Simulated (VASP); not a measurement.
# TePb (Fm-3m) in VASP: a series of runs

The runs below take TePb through single point, relaxation of cell and atoms, with PBE.

All numbers are computed with VASP 6.6.1; they aren't measurements. Logs are shortened: lines on timing, memory, paths and dates and some standing lists are left out, and cuts for length are marked.

**What was measured.**

From a printed reference work, monograph, for a bulk crystal of TePb at 4.2 K: band gap 0.19 eV (direct).

The runs below are set against these values where they give the same quantity.

## 1. The cell of the first run

Symmetry: Fm-3m, No. 225, cubic system. Conventional cell: a = 6.350 Å, b = 6.350 Å, c = 6.350 Å, α = 90.00°, β = 90.00°, γ = 90.00°. Within 4.2 Å of Te (site symmetry m-3m) lie 6 Pb at 3.17 Å. Within 4.2 Å of Pb (site symmetry m-3m) lie 6 Te at 3.17 Å.

## 2. Single point, PBE

Contents of INCAR:

```
SYSTEM = TePb
ALGO     = Normal         ! electronic algorithm
EDIFF    = 1E-6           ! SCF threshold, eV
ENCUT    = 500            ! plane-wave cutoff, eV
GGA      = PE             ! functional
GGA_COMPAT= .FALSE.      
ISIF     = 2              ! what is computed and relaxed
ISMEAR   = 0              ! smearing method
LASPH    = .TRUE.         ! aspherical terms in the spheres
LCHARG   = .FALSE.        ! write CHGCAR
LREAL    = .FALSE.        ! projectors in reciprocal space
LWAVE    = .FALSE.        ! write WAVECAR
NBANDS   = 17             ! bands
NELM     = 120            ! most SCF steps
PREC     = Accurate       ! precision mode
SIGMA    = 0.01           ! smearing width, eV
```

Contents of KPOINTS:

```
k-points
0
G
  6 6 6
  0 0 0
```

Contents of POSCAR:

```
TePb
1.0
    4.4898055868      0.0000000000      0.0000000000
    2.2449027934      3.8882856962      0.0000000000
    2.2449027934      1.2960952321      3.6659109107
Te Pb
1 1
Direct
    0.5000000000      0.5000000000      0.5000000000
    0.0000000000      0.0000000000      0.0000000000
```

Potentials or basis: VASP PAW PBE potentials, release 64 (Te, Pb_d).

Command:

```console
cat potpaw_PBE.64/Te/POTCAR potpaw_PBE.64/Pb_d/POTCAR > POTCAR
mpirun -np 1 vasp_std > vasp.out
```

OUTCAR:

```text
SYSTEM = TePb
   EDIFF = 1E-6
   ENCUT = 500
   GGA = PE
   ISIF = 2
   ISMEAR = 0
   LASPH = .TRUE.
   LREAL = .FALSE.
   NELM = 120
   PREC = Accurate

 ion  position               nearest neighbor table
   1  0.500  0.500  0.500-   2 3.17   2 3.17   2 3.17   2 3.17   2 3.17   2 3.17
   2  0.000  0.000  0.000-   1 3.17   1 3.17   1 3.17   1 3.17   1 3.17   1 3.17

  LATTYP: Found a face centered cubic cell.
 ALAT       =     6.3495439532

  Lattice vectors:

 A1 = (   4.4898055868,   0.0000000000,   0.0000000000)
 A2 = (   2.2449027934,   3.8882856962,   0.0000000000)
 A3 = (   2.2449027934,   1.2960952321,   3.6659109107)

Analysis of symmetry for initial positions (statically):
=====================================================================
 Subroutine PRICEL returns:
 Original cell was already a primitive cell.

 Routine SETGRP: Setting up the symmetry group for a
 face centered cubic supercell.

 Subroutine GETGRP returns: Found 48 space group operations
 (whereof 48 operations were pure point group operations)
 out of a pool of 48 trial point group operations.

The static configuration has the point symmetry O_h .

Analysis of symmetry for dynamics (positions and initial velocities):
=====================================================================
 Subroutine PRICEL returns:
 Original cell was already a primitive cell.

 Routine SETGRP: Setting up the symmetry group for a
 face centered cubic supercell.

 Subroutine GETGRP returns: Found 48 space group operations
 (whereof 48 operations were pure point group operations)
 out of a pool of 48 trial point group operations.

The dynamic configuration has the point symmetry O_h .

 Subroutine INISYM returns: Found 48 space group operations
 (whereof 48 operations are pure point group operations),
 and found     1 'primitive' translations

----------------------------------------------------------------------------------------

                                     Primitive cell

  volume of cell :      63.9982

  direct lattice vectors                    reciprocal lattice vectors
     4.489805587  0.000000000  0.000000000     0.222726793 -0.128591374 -0.090927833
     2.244902793  3.888285696  0.000000000     0.000000000  0.257182748 -0.090927833
     2.244902793  1.296095232  3.665910911     0.000000000  0.000000000  0.272783498

  length of vectors
     4.489805587  4.489805587  4.489805587     0.272783498  0.272783498  0.272783498

  position of ions in fractional coordinates (direct lattice)
     0.500000000  0.500000000  0.500000000
     0.000000000  0.000000000  0.000000000

  ion indices of the primitive-cell ions
   primitive index   ion index
                 1           1
                 2           2

----------------------------------------------------------------------------------------

 KPOINTS: k-points

Automatic generation of k-mesh.
 Grid dimensions read from file:
 generate k-points for:    6    6    6

 Generating k-lattice:

  Cartesian coordinates                     Fractional coordinates (reciprocal lattice)
     0.037121132 -0.021431896 -0.015154639     0.166666667  0.000000000  0.000000000
     0.000000000  0.042863791 -0.015154639     0.000000000  0.166666667  0.000000000
     0.000000000  0.000000000  0.045463916     0.000000000  0.000000000  0.166666667

  Length of vectors
     0.045463916  0.045463916  0.045463916

  Shift w.r.t. Gamma in fractional coordinates (k-lattice)
     0.000000000  0.000000000  0.000000000

 Subroutine IBZKPT returns following result:
 ===========================================

 Found     16 irreducible k-points:

 Following reciprocal coordinates:
            Coordinates               Weight
  0.000000  0.000000  0.000000      1.000000
  0.166667  0.000000  0.000000      8.000000
  0.333333  0.000000  0.000000      8.000000
  0.500000  0.000000  0.000000      4.000000
  0.166667  0.166667  0.000000      6.000000
  0.333333  0.166667  0.000000     24.000000
[... 8 lines left out ...]
 -0.333333  0.333333  0.166667     24.000000
 -0.333333  0.500000  0.166667     12.000000
   k-points           NKPTS =     16   k-points in BZ     NKDIM =     16   number of bands    NBANDS=     17
   number of dos      NEDOS =    301   number of ions     NIONS =      2
   total plane-waves  NPLWV =  46656
   dimension x,y,z NGX =    36 NGY =   36 NGZ =   36
   dimension x,y,z NGXF=    72 NGYF=   72 NGZF=   72
   ions per type =               1   1
   NGX,Y,Z   is equivalent  to a cutoff of  13.33, 13.33, 13.33 a.u.
   NGXF,Y,Z  is equivalent  to a cutoff of  26.66, 26.66, 26.66 a.u.
 SYSTEM =  TePb
   PREC   = accura    normal or accurate (medium, high low for compatibility)
   ISTART =      0    job   : 0-new  1-cont  2-samecut
   ICHARG =      2    charge: 1-file 2-atom 10-const
   ISPIN  =      1    spin polarized calculation?
   LNONCOLLINEAR =      F non collinear calculations
   LSORBIT =      F    spin-orbit coupling
   LASPH  =      T    aspherical Exc in radial PAW
   ENCUT  =  500.0 eV  36.75 Ry    6.06 a.u.   8.19  8.19  8.19*2*pi/ulx,y,z
   NELM   =    120;   NELMIN=  2; NELMDL= -5     # of ELM steps
   EDIFF  = 0.1E-05   stopping-criterion for ELM
   LREAL  =      F    real-space projection
   EDIFFG = 0.1E-04   stopping-criterion for IOM
   NSW    =      0    number of steps for IOM
   IBRION =     -1    ionic relax: 0-MD 1-quasi-New 2-CG
   NFREE  =      0    steps in history (QN), initial steepest desc. (CG)
   ISIF   =      2    stress and relaxation
   ISYM   =      2    0-nonsym 1-usesym 2-fastsym
   POTIM  = 0.5000    time-step for ionic-motion
   TEBEG  =    0.0;   TEEND  =   0.0 temperature during run
   PSTRESS=    0.0 pullay stress
   NELECT =      20.0000    total number of electrons
   NUPDOWN=      -1.0000    fix difference up-down
   EMIN   =  10.00;   EMAX   =-10.00  energy-range for DOS
   EFERMI =   0.00;   METHOD = LEGACY
   ISMEAR =     0;   SIGMA  =   0.01  broadening in eV -4-tet -1-fermi 0-gaus
   EFERMI_NEDOS =   21; number of points for ismear=-14 and -15
   IALGO  =     38    algorithm
   IMIX   =      4    mixing-type and parameters
     AMIX     =   0.40;   BMIX     =  1.00
     AMIX_MAG =   1.60;   BMIX_MAG =  1.00
  volume/ion in A,a.u.               =      32.00       215.94
  Fermi-wavevector in a.u.,A,eV,Ry     =   1.110953  2.099396 16.792531  1.234216
  Thomas-Fermi vector in A             =   2.247510
   LORBIT       =      0    0 simple, 1 ext, 2 COOP (PROOUT), +10 PAW based schemes
   GGA     = PE    functional components
   LHFCALC =     F    Hartree Fock is set to
   AEXX    =    0.0000 exact exchange contribution
   IVDW    =     0    specifies the selected vdW correction
   LEPSILON=     F    determine dielectric tensor
   LRPA    =     F    only Hartree local field effects (RPA)
 non-spin polarized calculation
 Gauss-broadening in eV      SIGMA  =   0.01
  energy-cutoff  :      500.00
  volume of cell :       64.00
 maximum number of plane-waves:      1660
 NGX is ok and might be reduce to    36
   NGX = 17   NGY = 17   NGZ = 17

 number of electron      19.9999999 magnetization

 Free energy of the ion-electron system (eV)
  ---------------------------------------------------
  ext. energy  EPLUGINS =         0.00000000
  ---------------------------------------------------
  free energy    TOTEN  =        -7.42656065 eV

  energy without entropy =       -7.42656065  energy(sigma->0) =       -7.42656065

 E-fermi :   6.4338     XC(G=0):  -9.5405

 val. band max:        6.3447535580   @ k =   0.5000   0.0000   0.0000
 cond. band min:       6.9576539446   @ k =   0.5000   0.0000   0.0000
 fundamental gap:      0.6129003866
 Fermi energy:         6.4337841872

 k-point     1 :       0.0000    0.0000    0.0000
  band No.  band energies     occupation
      1     -10.4940      2.00000
      2     -10.4940      2.00000
      3     -10.4803      2.00000
      4     -10.4803      2.00000
      5     -10.4803      2.00000
      6      -6.1477      2.00000
[... 9 lines left out ...]
     16      11.9945      0.00000
     17      13.4870      0.00000

 k-point     2 :       0.1667    0.0000    0.0000
  band No.  band energies     occupation
      1     -10.4983      2.00000
      2     -10.4983      2.00000
      3     -10.4796      2.00000
      4     -10.4756      2.00000
      5     -10.4756      2.00000
      6      -5.8929      2.00000
[... 9 lines left out ...]
     16      12.5234      0.00000
     17      15.3050      0.00000

 k-point     3 :       0.3333    0.0000    0.0000
  band No.  band energies     occupation
      1     -10.5082      2.00000
      2     -10.5082      2.00000
      3     -10.4786      2.00000
      4     -10.4646      2.00000
      5     -10.4646      2.00000
      6      -5.1901      2.00000
[... 9 lines left out ...]
     16      13.9262      0.00000
     17      17.6194      0.00000

 k-point     4 :       0.5000    0.0000    0.0000
  band No.  band energies     occupation
      1     -10.5133      2.00000
      2     -10.5133      2.00000
      3     -10.4781      2.00000
      4     -10.4590      2.00000
      5     -10.4590      2.00000
      6      -4.5687      2.00000
[... 9 lines left out ...]
     16      15.5435      0.00000
     17      15.6979      0.00000

 k-point     5 :       0.1667    0.1667    0.0000
  band No.  band energies     occupation
      1     -10.5090      2.00000
      2     -10.4905      2.00000
      3     -10.4835      2.00000
      4     -10.4727      2.00000
      5     -10.4727      2.00000
      6      -5.8075      2.00000
[... 9 lines left out ...]
     16      13.4077      0.00000
     17      14.6037      0.00000

 k-point     6 :       0.3333    0.1667    0.0000
  band No.  band energies     occupation
      1     -10.5236      2.00000
      2     -10.4945      2.00000
      3     -10.4827      2.00000
      4     -10.4659      2.00000
      5     -10.4625      2.00000
      6      -5.2539      2.00000
[... 9 lines left out ...]
     16      14.7608      0.00000
     17      16.2450      0.00000

 k-point     7 :       0.5000    0.1667    0.0000
  band No.  band energies     occupation
      1     -10.5278      2.00000
      2     -10.5045      2.00000
      3     -10.4766      2.00000
      4     -10.4630      2.00000
      5     -10.4569      2.00000
      6      -4.5171      2.00000
[... 9 lines left out ...]
     16      15.7135      0.00000
     17      16.3119      0.00000

 k-point     8 :      -0.3333    0.1667   -0.0000
  band No.  band energies     occupation
      1     -10.5179      2.00000
      2     -10.5096      2.00000
      3     -10.4746      2.00000
      4     -10.4634      2.00000
      5     -10.4624      2.00000
      6      -4.7304      2.00000
[... 9 lines left out ...]
     16      15.1651      0.00000
     17      16.7255      0.00000
[... 43 lines left out ...]
      1     -10.5598      2.00000
      2     -10.4877      2.00000
      3     -10.4869      2.00000
      4     -10.4542      2.00000
      5     -10.4516      2.00000
      6      -4.3645      2.00000
[... 9 lines left out ...]
     16      16.3444      0.00000
     17      17.2895      0.00000

 k-point    12 :      -0.3333    0.3333   -0.0000
  band No.  band energies     occupation
      1     -10.5430      2.00000
      2     -10.4995      2.00000
      3     -10.4751      2.00000
      4     -10.4624      2.00000
      5     -10.4557      2.00000
      6      -4.2195      2.00000
[... 9 lines left out ...]
     16      14.6069      0.00000
     17      16.7693      0.00000

 k-point    13 :       0.5000    0.5000    0.0000
  band No.  band energies     occupation
      1     -10.5765      2.00000
      2     -10.4930      2.00000
      3     -10.4801      2.00000
      4     -10.4480      2.00000
      5     -10.4480      2.00000
      6      -4.2615      2.00000
[... 9 lines left out ...]
     16      17.4896      0.00000
     17      17.6958      0.00000

 k-point    14 :       0.5000    0.3333    0.1667
  band No.  band energies     occupation
      1     -10.5381      2.00000
      2     -10.4967      2.00000
      3     -10.4804      2.00000
      4     -10.4615      2.00000
      5     -10.4569      2.00000
      6      -4.6599      2.00000
[... 9 lines left out ...]
     16      15.3757      0.00000
     17      15.9565      0.00000

 k-point    15 :      -0.3333    0.3333    0.1667
  band No.  band energies     occupation
      1     -10.5424      2.00000
      2     -10.5005      2.00000
      3     -10.4718      2.00000
      4     -10.4687      2.00000
      5     -10.4523      2.00000
      6      -4.2184      2.00000
[... 9 lines left out ...]
     16      16.6101      0.00000
     17      16.8231      0.00000

 k-point    16 :      -0.3333    0.5000    0.1667
  band No.  band energies     occupation
      1     -10.5596      2.00000
      2     -10.4915      2.00000
      3     -10.4823      2.00000
      4     -10.4599      2.00000
      5     -10.4480      2.00000
      6      -4.1352      2.00000
[... 9 lines left out ...]
     16      17.2410      0.00000
     17      17.9523      0.00000

------------------------ aborting loop because EDIFF is reached ----------------------------------------

  FORCE on cell =-STRESS in cart. coord.  units (eV):
  Direction    XX          YY          ZZ          XY          YZ          ZX
  --------------------------------------------------------------------------------------
  -------------------------------------------------------------------------------------
  Total        1.9688230      1.9688230      1.9688230      0.0000000      0.0000000      0.0000000
  in kB       49.2889590     49.2889590     49.2889590      0.0000000      0.0000000      0.0000000
  external PRESSURE =      49.2889590 kB  Pullay stress =       0.0000000 kB

 VOLUME and BASIS-vectors are now :
 -----------------------------------------------------------------------------
  energy-cutoff  :      500.00
  volume of cell :       64.00
      direct lattice vectors                 reciprocal lattice vectors
     4.489805587  0.000000000  0.000000000     0.222726793 -0.128591374 -0.090927833
     2.244902793  3.888285696  0.000000000     0.000000000  0.257182748 -0.090927833
     2.244902793  1.296095232  3.665910911     0.000000000  0.000000000  0.272783498

 POSITION                                       TOTAL-FORCE (eV/Angst)
 -----------------------------------------------------------------------------------
      4.48981      2.59219      1.83296        -0.000000      0.000000      0.000000
      0.00000      0.00000      0.00000         0.000000      0.000000      0.000000
 -----------------------------------------------------------------------------------
    total drift:                                0.000000     -0.000000     -0.000000

  FREE ENERGIE OF THE ION-ELECTRON SYSTEM (eV)
  ---------------------------------------------------
  free  energy   TOTEN  =        -7.4265606473 eV

  energy  without entropy=       -7.4265606473  energy(sigma->0) =       -7.42656065
```

It took 14 s on 1 thread of Intel Xeon 6975P-C (Granite Rapids), shared host; peak memory 0.2 GiB.

What came out:

```yaml
Free_energy: -7.4266 eV
Pressure: 4.9 GPa
Band_gap_on_the_k_mesh: 0.61 eV
```

Levels at points of the mesh, in eV from the valence-band top:
| k point | band 7 | band 8 | band 9 | band 10 | band 11 | band 12 | band 13 | band 14 |
| --- | --- | --- | --- | --- | --- | --- | --- | --- |
| (0.00, 0.00, 0.00) | -5.47 | -1.57 | -1.57 | -1.57 | 4.11 | 4.11 | 4.11 | 5.65 |
| (0.50, 0.00, 0.00) | -8.90 | -1.08 | -1.08 | 0.00 | 0.61 | 1.12 | 1.12 | 8.43 |
| (0.50, 0.50, 0.00) | -7.40 | -4.95 | -3.13 | -3.13 | 3.03 | 5.65 | 5.65 | 7.00 |

Caveat: the cell stands under pressure; spin-orbit coupling is left out, which moves the levels of the heavy elements.

(Part 1 of 3 ends here.)
